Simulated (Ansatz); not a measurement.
Runs of Ansatz 0.2.0 on KCl (Sylvite). The structure is cubic, space group Fm-3m (No. 225). The conventional cell has a = 6.293 Å, b = 6.293 Å, c = 6.293 Å, α = 90.00°, β = 90.00°, γ = 90.00°. Around K (site symmetry m-3m) lie 6 Cl at 3.15 Å. Cl (site symmetry m-3m) has 6 K at 3.15 Å as nearest neighbours. 

| task | level | potentials or basis | cell | k mesh | cutoff (eV) | smearing | mesh quality | gap on the mesh (eV) | pressure (GPa) |
| --- | --- | --- | --- | --- | --- | --- | --- | --- | --- |
| Born charges and dielectric tensor | LDA | Ansatz PAW | as given | 7 × 7 × 7 | 420 | fixed | not flagged | 4.74 | - |
| density of states | SVWN5 | JTH PAW LDA | as given | 7 × 7 × 7 | 930 | methfessel-paxton 0.05 eV | not flagged | 4.74 | -1.9 |
| electrostatic potential | rPW86-PBE | Ansatz PAW | volume scaled by 0.92 | 7 × 7 × 7 | 420 | fixed | not flagged | 5.33 | (b) |
| relaxation of the atoms | r2SCAN+D4 | Ansatz PAW | atoms relaxed from: atoms moved at random, drawn with an rms of 0.15 Å | 7 × 7 × 7 | 500 | fixed | not flagged | 5.83 | -0.2 |
| atomic charges | r2SCAN-EpsX+D3(BJ) | PseudoDojo stringent (PBEsol files) | as given | 5 × 5 × 5 | 1007 | gaussian 0.02 eV | not flagged | (a) | -0.8 |

Alike in all rows: no spin polarisation.

Estimate the missing entries.

(a) 9.00; (b) 2.8.

Caveats: odd divisions of the mesh miss points on the zone boundary, where band edges often lie, so the gap on the mesh can be too wide; the PAW data sets come from PBE, with cores solved anew for the run's functional, which leaves a small shift of forces and pressure (some runs); the thresholds are loose for stress (some runs); the meta-GGA runs on potentials made for a GGA (some runs); the potentials were made for another functional, which shifts forces and pressure (some runs); the dispersion damping was fitted for another functional or another form of the correction (some runs).

A k mesh can miss the band edges.

Runs at the PBE level aren't shown here.
